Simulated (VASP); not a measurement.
Input of a VASP 6.6.1 run:

The input INCAR:

```
PREC     = Accurate       # precision mode
ENCUT    = 600            # plane-wave cutoff, eV
EDIFF    = 1E-7           # SCF threshold, eV
ISMEAR   = 0              # smearing method
SIGMA    = 0.03           # smearing width, eV
LREAL    = F              # projectors in reciprocal space
LASPH    = T              # aspherical terms in the spheres
NELM     = 80             # most SCF steps
ALGO     = Normal         # electronic algorithm
ISIF     = 3              # what is computed and relaxed
LWAVE    = F              # write WAVECAR
LCHARG   = F              # write CHGCAR
METAGGA  = R2SCAN         # meta-GGA
LMIXTAU  = T            
IBRION   = 2              # ionic algorithm
NSW      = 90             # ionic steps
EDIFFG   = -0.005         # ionic threshold
```

The input KPOINTS:

```
regular mesh
0
Gamma
  12 12 12
```

Contents of POSCAR:

```
AlN                                     
1.0
   -0.0000000000      2.0170435296      2.0170435296
    2.0170435296     -0.0000000000      2.0170435296
    2.0170435296      2.0170435296      0.0000000000
  Al              N             
     1     1
Direct
     0.5000000000000000    0.5000000000000000    0.5000000000000000
     0.0000000000000000    0.0000000000000000    0.0000000000000000
```

Potentials or basis: VASP PAW PBE potentials, release 64 (Al, N).

Command:

```console
$ cat potpaw_PBE.64/Al/POTCAR potpaw_PBE.64/N/POTCAR > POTCAR
$ mpirun -np 1 vasp_std > vasp.out
```

Task: What does it give for the band gap on the k mesh?

Result: 5.55 eV, indirect (least direct gap 6.62 eV).

Final structure:
```
Al N
1.0
     0.00000    2.01704    2.01704
     2.01704    0.00000    2.01704
     2.01704    2.01704    0.00000
Al N
1 1
Direct
  0.50000 0.50000 0.50000
  0.00000 0.00000 0.00000
```

Caveat: the relaxation stopped at its first step, so nothing moved; the PAW data sets were made with another functional, which shifts forces and pressure a little. r2SCAN opens gaps a little over a GGA but as a rule still falls short of measured ones.
